Why does halving the axial ratio of an AlCu3 crystal, a squeeze along its body diagonal, cost roughly nine times as much energy as doubling it, and why does the cost of stretching level off as the ratio approaches two? The volume is the same in every row of the r2SCAN scan below, so the answer has to lie in how the neighbours of an atom are rearranged.

AlCu3, 4 atoms in the cell, D0_3 (BiF3) type, space group Fm-3m (225), conventional a = 5.781 Å, 12.08 Å³ an atom. Deformation of a crystal at fixed volume, lengths along the axis scaled against those across it, fractional coordinates fixed. Ansatz 0.2.0, plane-wave PAW, scalar-relativistic; functional r2SCAN; no spin polarisation; cutoff 500 eV; k mesh 16×16×16; Gaussian smearing of 0.15 eV; path trigonal; axis direction (0.57735, 0.57735, 0.57735) Cartesian unit vector.

```csv
axial ratio (over its starting value),energy change (meV/atom),pressure (GPa)
0.5,6452.6,160.92
0.71,1101.9,32.08
1,0.0,0.03
1.41,400.8,13.18
2,718.4,24.83
```

The axial ratio r is the ratio of lengths along the cube diagonal [111] to lengths across it, divided by its value in the undistorted crystal. The energy change ΔE is counted per atom from the row r = 1, and the pressure is the mean of the three normal stresses, positive in compression. The cubic space group Fm-3m belongs to r = 1 alone; the four deformed cells are rhombohedral, R-3m.

### The curve is lopsided

Ordinary elasticity treats squeezing and stretching alike. With ln r as the measure of strain, a harmonic solid has ΔE = ½K(ln r)², where K is the curvature at the minimum, and r and 1/r cost the same. The rows 0.5 and 2 are such a mirror pair, yet their energies differ by a factor of 8.98. The rows 0.71 and 1.41 are very nearly one, and they differ by a factor of 2.75.

The stress tensors of the same runs give the slope of the curve at each point. At fixed volume, lengths along the axis scale as r^(2/3) and lengths across it as r^(−1/3), so a small step d ln r does work against the difference of the two stresses. With V the volume per atom and σ positive in compression,

dE/d ln r = −(2/3) V (σ_along − σ_across).

At r = 1.41 the stresses are −7.5 GPa along and 23.5 GPa across the axis. With V = 12.075 Å³ and about 160 GPa to the eV/Å³, the slope is (2/3) × 12.075 × 31.0 / 160 = 1.56 eV per atom.

A cubic in ln r through the energies and slopes of two adjacent rows gives the curvature at r = 1. It comes out as 11.22 eV per atom from the compressed side and 11.30 eV per atom from the stretched side, so the two sides agree on the bottom of the well, although an interpolation error common to both would not show. For this shear ΔE/V = (2/3)C44(ln r)², where C44 is the cubic shear modulus, and hence C44 = 3K/(4V), about 110 GPa. That is a rough value from wide steps with the atoms held at their fractional coordinates; letting them shift can only leave it unchanged or lower it.

With the mean of the two curvatures, the harmonic form misses every deformed row. Relative to the calculated energies it is 58 % and 40 % too low on compression, and 66 % and 277 % too high on stretching. The crystal therefore stiffens in one direction and softens in the other. The distances between atoms show why.

### What happens to the eight nearest neighbours

If Al and Cu are not told apart, the sites of the D0_3 structure form a body-centred cubic lattice, in which each atom has eight neighbours at d₀ = 2.503 Å along the four cube diagonals. The deformation singles out one diagonal. Two neighbours lie on it, and six are oblique, with a component d₀/3 along the axis. Scaling the components along and across separately gives

d_axial = d₀ r^(2/3)

d_oblique = d₀ [(8/9) r^(−2/3) + (1/9) r^(4/3)]^(1/2).

The smaller of the two reproduces the shortest distance that the calculation reports in each of the five cells.

At r = 1 the two kinds of bond balance exactly. A small step d ln r lengthens each axial bond by the fraction 2/3 of that step and shortens each oblique bond by 2/9 of it, and 2 × 2/3 equals 6 × 2/9. For any interaction that depends on distance alone, the first-order changes cancel. This is the bond-by-bond form of a symmetry rule: a cubic crystal carries no shear stress, so its slope along the path is zero, as the stresses at r = 1 confirm.

On compression nothing limits the shortening of the axial pair. It falls to 1.992 Å at r = 0.71 and to 1.577 Å at r = 0.5, while the six oblique neighbours retreat to about 3 Å. The crystal turns into tightly packed chains along [111] that are loosely packed side by side. Closing a contact forces the electrons of two atoms into the same space, which the Pauli principle makes costly. For filled shells such as Cu 3d, standard theory expects the cost to grow roughly exponentially. Half the contacts in a chain are Al–Cu, so the 3d shells are unlikely to be the whole of it. Either way, two such contacts outweigh the relief of the other six.

The stresses show this picture directly. At r = 0.71 they are 134.7 GPa along the axis and −19.2 GPa, a tension, across it. At r = 0.5, a row whose numbers are only rough for a reason given below, they are 495.5 GPa along the axis and −6.4 GPa, a slight tension, across it. The tabulated 160.92 GPa is the mean of these very unequal components and is not a hydrostatic load. The compression acts along the chains alone.

On stretching, the axial pair moves away and the six oblique contacts close, but only mildly and only for a while. In d_oblique the shrinking transverse term competes with the growing axial term, and setting the derivative to zero gives r² = 4. The oblique distance is thus smallest at r = 2, where it equals 2.294 Å, some 8 % under d₀. A contact that stops closing stops adding repulsion, and the energy curve must bend over.

### The row r = 2

At r = 2 the sites form a simple cubic lattice, with six neighbours at 2.294 Å and twelve at 3.244 Å. For a crystal of one element the symmetry rule would apply again and make the slope exactly zero. The energies alone only hint at this, since the second step on the stretched side, 317.6 meV per atom, is not much smaller than the first, 400.8. The stresses are more telling.

At r = 2 the stress is nearly isotropic, 24.0 GPa along the axis and 25.3 GPa across it. The slope is +0.065 eV per atom, only 4.2 % of its value at r = 1.41. The energy is still climbing steeply at r = 1.41 and is almost flat at r = 2. The numbers show a nearly stationary point where the geometry places one.

The small remainder has a symmetry reason. Along [111] the atomic layers run Al, Cu, Cu, Cu, and on the simple cubic sites this order singles out the axis, so the cell stays rhombohedral and a shear stress is allowed. The same order leaves a force of 0.71 eV/Å along the axis on two of the three Cu atoms, larger than at r = 0.71 or 1.41. If all atoms were alike, every site would be a centre of inversion and the forces would vanish in every row. Because the coordinates were held fixed, all four deformed rows lie above the energies that relaxed cells would have.

Whether the flat point is a maximum rests on interpolation and argument. The cubic between r = 1.41 and 2 has a curvature of −5.94 eV per atom at its upper end, and the closest approach of the six nearest neighbours points the same way. Carried past the last row, the cubic levels out near r = 2.02, an extrapolation from one wide interval. Geometry names the next place to look: at r = 4 the sites would form a face-centred cubic lattice, and a second minimum is expected near there. No row beyond r = 2 tests either the maximum or that minimum.

### A repulsion summed over the lattice

The geometric argument becomes quantitative with one assumption: at fixed volume the cohesion that depends on volume alone drops out of ΔE, and what remains is a pair repulsion that is the same for all atoms. In Born-Mayer form,

φ(d) = A exp[−(d − d₀)/ρ], ΔE(r) = ½ Σ φ(d) at r, less ½ Σ φ(d) at r = 1,

where the sum runs over the neighbours of one atom out to 20 Å and the factor ½ shares each pair between two atoms. The two constants were found by least squares on the relative errors of the energies at r = 0.71, 1.41 and 2, which gives A = 0.574 eV and ρ = 0.340 Å. They trade against each other and are not properties of an Al–Cu or a Cu–Cu bond.

The row r = 2, one of the three fitted, can be worked by hand from three shells. In units of A, each shell contributes its count times exp[−(d − 2.503)/0.340]:

r = 1: 8 × 1 + 6 × 0.320 (2.890 Å) + 12 × 0.0095 (4.088 Å) = 10.04

r = 2: 6 × 1.849 (2.294 Å) + 12 × 0.113 (3.244 Å) + 8 × 0.013 (3.974 Å) = 12.56

ΔE = ½ × 0.574 eV × (12.56 − 10.04) = 0.72 eV per atom.

The table has 718.4 meV per atom. The sum shows where the energy comes from: six contacts only 0.21 Å shorter than d₀ already outweigh all fourteen near neighbours of the body-centred lattice. Simple cubic packing at the same volume has fewer neighbours but closer ones, and a steep repulsion counts closeness more heavily than number.

Two constants fitted to three energies within 0.8 % make a weak test. The slopes from the stresses were not used in the fit, and at r = 0.71 and 1.41 the model meets them within 1 % of the calculated values, although a smooth curve through the right energies is already constrained in its slopes. At r = 2 it gives zero slope by construction, since it is blind to species, and a negative curvature close to the interpolated one. The shape of the path is thus captured by distances and one decaying function; that this function is shell overlap and nothing else is argued, not shown.

The row r = 0.5 was kept out of the fit because the calculation is doubtful there. The scan converged and its record carries no warning, so the doubt rests on the 1.577 Å contact itself. PAW datasets are known to lose accuracy when their spheres overlap strongly, and the makers of the data, going by tests on other systems and not by these runs, caution against scan points where atoms come far too close. The value of 6452.6 meV per atom is best read as qualitative, with an error that these runs do not measure. The 1.992 Å contact at r = 0.71 is short as well, so that row, which the fit does use, may carry a smaller error of the same kind. At r = 0.5 the exponential model lands 3.7 % above the calculated energy and an inverse-power repulsion fitted in the same way lands 13 % above it, but a doubtful row is slender ground for choosing between two forms that fit the other three energies almost equally well.

### Where the model fails: the pressure

The pressure rises on both sides of r = 1 although the volume is fixed. Thermodynamics gives the rise as ΔP = −∂ΔE/∂V at fixed shape, so a positive ΔP means that the energy penalty of the deformation would shrink if the cell expanded. A repulsive penalty behaves so, and the sign is right in all four deformed rows. The size is not: the Born-Mayer sum gives a ΔP that is 28 to 37 % below the calculated one, against agreement near one per cent in the fitted energies. The inverse-power form falls short as well, by 12 to 43 %.

The ratio n = 3VΔP/ΔE states the misfit compactly, since for a repulsion d^(−n) it returns the exponent. At r = 2 it is 3 × 12.075 × 24.80 / (160 × 0.7184) = 7.8. Across the table it rises from 5.6 at r = 0.5 through 6.6 and 7.4 to that value. A pure power law would hold it constant, whereas the exponential form drifts upward from 3.9 to 4.9, because its local exponent d/ρ is smallest for the shortest contacts; the direction is right and the level too low.

The energy penalty is therefore more sensitive to volume than a repulsion fitted along the path implies. A fit at one volume cannot see everything that a change of volume does. In a metal the effective interaction between two atoms depends on the electron density around them, whose average is the same in every row but changes when the cell expands. That dependence may account for the missing pressure, though these runs do not test it. The fitted φ serves for changes of shape at this volume and should not be carried over to compression or expansion.

The row r = 1 is the lowest of five coarse points, with positive curvature from both sides, so the D0_3 cell resists this trigonal shear at zero temperature, with fractional coordinates held fixed and without spin polarisation. Copper alloys with this kind of body-centred site lattice are known to be soft against a different shear, the tetragonal one measured by C′ = (C11 − C12)/2, and this path does not test it.
